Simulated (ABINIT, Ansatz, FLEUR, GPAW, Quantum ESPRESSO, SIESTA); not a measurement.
## One structure in several programs: BeO (P6_3mc, 8 atoms in the cell)

Self-consistent single point, at a second geometry (lattice scaled by 0.98). First geometry:

```
CELL_PARAMETERS angstrom
      2.71731     0.00000     0.00000
     -1.35866     2.35326     0.00000
      0.00000     0.00000     8.89578
ATOMIC_POSITIONS crystal
  Be 0.00000 0.00000 0.00000
  Be 0.00000 0.00000 0.50000
  Be 0.66667 0.33333 0.75018
  Be 0.33333 0.66667 0.25018
  O  0.00000 0.00000 0.81216
  O  0.00000 0.00000 0.31216
  O  0.66667 0.33333 0.56329
  O  0.33333 0.66667 0.06329
```

Shared settings, as Ansatz (a program for electronic structure) writes them: kpoints.mp_grid.grid = 14 14 4; scf.occupations.method = gaussian; scf.occupations.width = 0.2 eV. Potentials and cutoffs stand in the table.

```
code                                                                                                                                model  ΔF from the first geometry (meV/atom)  pressure (GPa)  largest force (eV/Å)  gap on the mesh (eV)           cutoff
----------------  -----------------------------------------------------------------------------------------------------------------------  -------------------------------------  --------------  --------------------  --------------------  ---------------
Quantum ESPRESSO                                                                           PBE, GBRV 1.5 ultrasoft (PBE) pseudopotentials                                   11.3           11.05                 0.231                 7.875            40 Ry
ABINIT                                                           PBE, norm-conserving pseudopotentials (PseudoDojo nc-sr-05 PBE standard)                                    8.1           10.14                 0.238                 7.905            44 Ha
Ansatz                                                                                                             PBE, default PAW files                                    8.9            9.54                 0.234                 7.864           420 eV
SIESTA            GGA PBE, numerical atomic orbitals DZP, PseudoDojo PBE standard norm-conserving potentials (rewritten from UPF to PSML)                                    9.0           11.66                 0.270                 7.861      grid 350 Ry
FLEUR                                                                        PBE, all-electron FLAPW (FLEUR), scalar-relativistic valence                                   14.0               –                 0.240                 7.975  Kmax 4.1 1/bohr
GPAW                                                                                         PBE, GPAW PAW datasets PBE (gpaw-data 1.0.1)                                   19.2               –                 0.236                     –           950 eV
```

For Ansatz (by 0.9 GPa) the energy change implies a higher mean pressure, against the two pressures, than for the other programs: a sign of finite-basis (Pulay) stress.

Size of the force on each atom (eV/Å): Sizes of forces hide their directions.

| code | Be1 | Be2 | Be3 | Be4 | O5 | O6 | O7 | O8 |
|---|---|---|---|---|---|---|---|---|
| Quantum ESPRESSO | 0.140 | 0.140 | 0.051 | 0.051 | 0.141 | 0.141 | 0.231 | 0.231 |
| ABINIT | 0.151 | 0.151 | 0.043 | 0.043 | 0.130 | 0.130 | 0.238 | 0.238 |
| Ansatz | 0.147 | 0.147 | 0.046 | 0.046 | 0.134 | 0.134 | 0.234 | 0.234 |
| SIESTA | 0.068 | 0.068 | 0.069 | 0.069 | 0.259 | 0.259 | 0.270 | 0.270 |
| FLEUR | 0.146 | 0.146 | 0.048 | 0.048 | 0.138 | 0.138 | 0.240 | 0.240 |
| GPAW | 0.140 | 0.140 | 0.044 | 0.044 | 0.142 | 0.142 | 0.236 | 0.236 |

A dash marks a value that a program does not give, or that is left out as unsure.

No gap is tabulated for GPAW: it is not read from that output, or partly filled or unconverged empty levels leave it unsure.

Gaps are read on the mesh.

The spread over the programs that give each value: ΔF from the first geometry within 11.1 meV/atom; pressure within 2.12 GPa; largest force within 0.039 eV/Å; gap on the mesh within 0.114 eV.

SIESTA uses small atom-centred bases, whose incompleteness enters pressures, forces and empty levels differently from a plane-wave cutoff. FLEUR treats all electrons, but the usual bases taken here (sphere radii, linearisation, local orbitals, empty states) were not tested for convergence, so the values are no reference for the others. Ansatz's pressure is given at a fixed set of plane waves, as the other plane-wave codes print theirs; with its correction for the finite basis it is 10.46 GPa (the shift of 0.92 GPa shows how far the cutoff is from converged). The pressure of GPAW is left out: its cutoff lies under the one at which its stress was checked. In the pressure, SIESTA (by 1.52) lies more than 1 GPa from the median of the plane-wave programs. In the force vectors, SIESTA (by 0.122) lies more than 0.08 eV/Å from the median of the plane-wave programs.

The starting cell was generated: these elements placed on a structure prototype, without a prior relaxation; it need not be a known phase or ordering of this composition. Its lattice was rescaled by a random factor within 2.5 % of one. For this run, on top of that: lattice scaled by 0.98.

Keys are those of Ansatz 0.2.
